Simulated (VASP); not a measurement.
A run of VASP 6.6.1 is set up as follows.

INCAR

```
SYSTEM = TiO2
  PREC = Accurate
  ENCUT = 600
  EDIFF = 1E-7
  ISMEAR = -1
  SIGMA = 0.05
  LREAL = .False.
  LASPH = .True.
  NELM = 60
  ALGO = Normal
  ISIF = 3
  LWAVE = .False.
  LCHARG = .False.
  GGA = RE
  LUSE_VDW = .True.
  AGGAC = 0.0
  IBRION = 2
  NSW = 40
  EDIFFG = -0.02
```

KPOINTS

```
Automatic mesh
0
Gamma
  6 6 9
  0 0 0
```

File POSCAR:

```
TiO2
1.0
    4.5998373239      0.0000000000      0.0000000000
    0.0000000000      4.5998373239      0.0000000000
    0.0000000000      0.0000000000      2.9592135600
Ti O
2 4
Direct
    0.0000000000      0.0000000000      0.5000000000
    0.5000000000      0.5000000000      0.0000000000
    0.3043213200      0.3043213200      0.5000000000
    0.1956786800      0.8043213200      0.0000000000
    0.8043213200      0.1956786800      0.0000000000
    0.6956786800      0.6956786800      0.5000000000
```

Potentials or basis: VASP PAW PBE potentials, release 64 (Ti_sv, O).

Run with:

```sh
$ cat potpaw_PBE.64/Ti_sv/POTCAR potpaw_PBE.64/O/POTCAR > POTCAR
$ mpirun -np 1 vasp_std > vasp.out
```

Task: Estimate the space group after relaxing (to 0.05 Å).

Result: P4_2/mnm (No. 136).

Task: Predict the relaxed volume.

Result: 10.95 Å³/atom.

Task: Predict the band gap on the k mesh.

Result: 1.79 eV, direct.

Task: Predict the relaxed cell.

Result: a = 4.683 Å, b = 4.683 Å, c = 2.995 Å, α = 90.00°, β = 90.00°, γ = 90.00°.

The path:
| step | energy change (eV) | largest force (eV/Å) | pressure (GPa) | volume (Å³) |
| --- | --- | --- | --- | --- |
| 1 | 0.0000 | 0.1322 | 10.89 | 62.61 |
| 2 | 0.0420 | 0.3774 | -10.66 | 69.26 |
| 3 | -0.0946 | 0.1277 | 0.01 | 65.52 |
| 4 | -0.0946 | 0.1231 | 0.20 | 65.46 |
| 5 | -0.0979 | 0.0396 | 0.12 | 65.60 |
| 6 | -0.0984 | 0.0068 | 0.11 | 65.68 |

Caveat: the PAW data sets were made with another functional, which shifts forces and pressure a little; an odd mesh through Γ misses points on the zone boundary, where band edges often lie.
